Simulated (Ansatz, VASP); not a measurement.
Two plane-wave programs on Ta

Contents of INCAR:

```
  PREC = Accurate
  ENCUT = 520
  EDIFF = 1E-6
  ISMEAR = 0
  SIGMA = 0.15
  LREAL = False
  LASPH = True
  NELM = 100
  ALGO = Fast
  ISIF = 2
  LWAVE = False
  LCHARG = False
  GGA = PE
  NBANDS = 12
```

File KPOINTS:

```
regular mesh
0
Gamma
  20 20 20
```

Contents of POSCAR:

```
Ta
1.0
   -1.6925620000      1.6925620000      1.6099980000
    1.6925620000     -1.6925620000      1.6099980000
    1.6925620000      1.6925620000     -1.6099980000
Ta
1
Direct
    0.0000000000      0.0000000000      0.0000000000
```

Input for Ansatz:

```yaml
crystal:
  lattice:
    - [-1.692562, 1.692562, 1.609998]
    - [1.692562, -1.692562, 1.609998]
    - [1.692562, 1.692562, -1.609998]
  atoms:
    - { symbol: Ta, position: [0.0, 0.0, 0.0] }
basis:
  ecutwfc: 420
kpoints:
  mp_grid: { grid: [20, 20, 20] }
hamiltonian:
  xc: pbe
scf:
  occupations: { method: gaussian, width: 0.15 }
output:
  forces: true
  stress: true
  eigenvalues: true
```

Change from the starting cell: strain +0.025 along x and y, -0.025 along z, atoms carried along.

Alike in both runs: task single point; functional PBE; k mesh 20 × 20 × 20; occupations gaussian, width 0.15 eV; no spin polarisation.

|  | VASP | Ansatz |
| --- | --- | --- |
| version | VASP 6.6.1 | Ansatz 0.2.0 |
| potentials or method | VASP PAW PBE potentials, release 64 (Ta_pv) | scalar-relativistic, plane waves, PAW |
| plane-wave cutoff (eV) | 520 | 420 |
| valence electrons in the cell | 11 | 13 |

```tsv
	VASP	Ansatz	Ansatz less VASP
gap on the k mesh at the Fermi level (eV)	none	none	-
pressure (GPa)	-1.3	-1.4	-0.07
largest component of the traceless stress (GPa)	3.30	3.31	+0.015
```

A gap of «none» marks a metal or a gap that the smearing closes. The functional is the same, so the differences come from potentials, cutoffs and numerics. The two sets of potentials don't hold the same shells in valence.

The runs have no spin-orbit coupling, so splittings on Ta are missing.
